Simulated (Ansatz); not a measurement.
Runs of Ansatz 0.2.0 on MnSi. It takes space group Pm-3m (No. 221, cubic). The conventional cell has a = 3.072 Å, b = 3.072 Å, c = 3.072 Å, α = 90.00°, β = 90.00°, γ = 90.00°. Mn (site symmetry m-3m) has 8 Si at 2.66 Å as nearest neighbours. Si (site symmetry m-3m) has 8 Mn at 2.66 Å as nearest neighbours. The cell was built by a generator and needn't be a form met in nature.

| task | level | cell | cutoff (eV) | points for each segment of the path | gap on the mesh (eV) | pressure (GPa) | moment (μB) | relaxed volume (Å³/atom) |
| --- | --- | --- | --- | --- | --- | --- | --- | --- |
| single point | r2SCANh | as given | 500 | - | none | -4.9 | 3.43 | - |
| band structure | HSEsol | as given | 420 | 4 | none | (a) | 3.87 | - |
| single point | r2SCAN0 | as given | 500 | - | none | 4.8 | 3.88 | - |
| band structure | HSE06 | as given | 420 | 4 | none | 4.8 | 3.88 | - |
| relaxation of cell and atoms | B3LYP | relaxed | 420 | - | none | 0.0 | 3.43 | 14.72 |
| relaxation of cell and atoms | PBEsol0 | relaxed | 420 | - | none | 0.0 | 3.43 | 13.78 |
| relaxation of cell and atoms | PBE0 | relaxed | 420 | - | none | 0.0 | 3.43 | 14.16 |
| single point | B3LYP | as given | 420 | - | none | (b) | 3.43 | - |

Alike in all rows: potentials or basis Ansatz PAW; spin collinear, ferromagnetic start; k mesh 5 × 5 × 5; smearing fermi-dirac 0.05 eV; the mesh is coarse, so values aren't converged.

Question: Fill in the values left out.

Answer: (a) 1.4; (b) 1.6.

Caveats: all runs use coarse meshes; the magnetic or orbital state may not be the lowest; the PAW data sets come from PBE, with cores solved anew for the run's functional, which leaves a small shift of forces and pressure; the thresholds are loose for stress (some runs); the plane-wave basis is chosen anew once the cell has moved, so the energies of steps on either side of that aren't comparable (some runs).

A gap of «none» marks a metal or a gap under the smearing width.
